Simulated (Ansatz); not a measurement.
The system is C.

```
C
1.0
     1.23319    0.71198    8.28262
    -1.23319    0.71198    8.28262
     0.00000   -1.42396    8.28262
C
4
Cartesian
  0.0000 0.0000 2.1661
  0.0000 0.0000 18.7315
  0.0000 0.0000 6.1163
  0.0000 0.0000 22.6818
```

This isn't the form of C at room conditions, which is graphite.

```yaml
Program: Ansatz 0.2.0
Task: relaxation of cell and atoms
Functional: HSE06
Potentials_or_basis: Ansatz PAW
Cutoff: "420 eV (not typed: the program's choice for these potentials)"
k_mesh: 8 × 8 × 8
Occupations: fermi-dirac, width 0.05 eV
Spin: no spin polarisation
```

At the start: volume 10.91 Å³/atom.

**Question.** Where does the relaxation end?

**Answer.** It ends after 9 steps and the volume is 10.89 Å³/atom (-0.1 %); space group R-3m (No. 166, to 0.05 Å).

The path:
| step | energy change (eV) | largest force (eV/Å) | volume (Å³) |
| --- | --- | --- | --- |
| 1 | 0.0000 | 0.0153 | 43.63 |
| 2 | -0.0153 | 0.0048 | 43.42 |
| 3 | -0.0170 | 0.0029 | 43.27 |
| 4 | -0.0170 | 0.0012 | 43.28 |
| 5 | -0.0170 | 0.0008 | 43.30 |
| 6 | -0.0165 | 0.0010 | 43.30 |
| 7 | -0.0164 | 0.0004 | 43.37 |
| 8 | -0.0158 | 0.0005 | 43.58 |
| 9 | -0.0166 | 0.0004 | 43.58 |

Final structure:
```
CELL_PARAMETERS angstrom
1.22481 0.70715 8.38564
-1.22481 0.70715 8.38564
0.00000 -1.41429 8.38564
ATOMIC_POSITIONS crystal
C 0.08027 0.08027 0.08027
C 0.74694 0.74694 0.74694
C 0.25306 0.25306 0.25306
C 0.91973 0.91973 0.91973
```

Caveat: the plane-wave basis is chosen anew once the cell has moved, so the energies of steps on either side of that aren't comparable; the pressure holds a Pulay correction of +0.4 GPa for the finite cutoff; the PAW data sets come from PBE, with cores solved anew for the run's functional, which leaves a small shift of forces and pressure.
